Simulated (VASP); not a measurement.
In:

```
In
1.0
     3.33548    0.00000    0.00000
    -1.66774    2.88861    0.00000
     0.00000    0.00000    5.50914
In
2
Direct
  0.66667 0.33333 0.75000
  0.33333 0.66667 0.25000
```

This isn't the form of In at room conditions, which is tetragonal.

| Quantity | Value |
| --- | --- |
| Program | VASP 6.6.1 |
| Task | relaxation of cell and atoms |
| Functional | r2SCAN |
| Potentials or basis | VASP PAW PBE potentials, release 64 (In_d) |
| Cutoff | 600 eV |
| k mesh | 8 × 8 × 4 |
| Occupations | fermi-dirac, width 0.05 eV |
| Spin | no spin polarisation |

At the start: pressure -0.1 GPa; volume 26.54 Å³/atom.

Where does the relaxation end?

Over 12 steps the energy falls by 25.6 meV/atom and the volume is 26.91 Å³/atom (+1.4 %); space group P6_3/mmc (No. 194, to 0.05 Å).

The path:
| step | energy change (eV) | largest force (eV/Å) | pressure (GPa) | volume (Å³) |
| --- | --- | --- | --- | --- |
| 1 | 0.0000 | 0.0000 | -0.11 | 53.08 |
| 2 | -0.0071 | 0.0000 | -0.06 | 52.94 |
| 3 | -0.0204 | 0.0000 | 0.30 | 52.66 |
| 4 | -0.0432 | 0.0000 | 1.31 | 52.04 |
| 5 | -0.0458 | 0.0000 | 1.18 | 52.32 |
| 6 | -0.0469 | 0.0000 | 1.03 | 52.69 |
| 7 | -0.0493 | 0.0000 | 0.67 | 53.09 |
| 8 | -0.0511 | 0.0000 | -0.20 | 54.13 |
| 9 | -0.0512 | 0.0000 | -0.03 | 53.92 |
| 10 | -0.0512 | 0.0000 | -0.01 | 53.89 |
| 11 | -0.0513 | 0.0000 | 0.00 | 53.88 |
| 12 | -0.0513 | 0.0000 | 0.02 | 53.83 |

Final structure:
```yaml
crystal:
  lattice:
    - [3.24032, 0.00000, 0.00000]
    - [-1.62016, 2.80620, 0.00000]
    - [0.00000, 0.00000, 5.91951]
  atoms:
    - { symbol: In, position: [0.66667, 0.33333, 0.75000] }
    - { symbol: In, position: [0.33333, 0.66667, 0.25000] }
```

Caveat: the PAW data sets were made with another functional, which shifts forces and pressure a little.
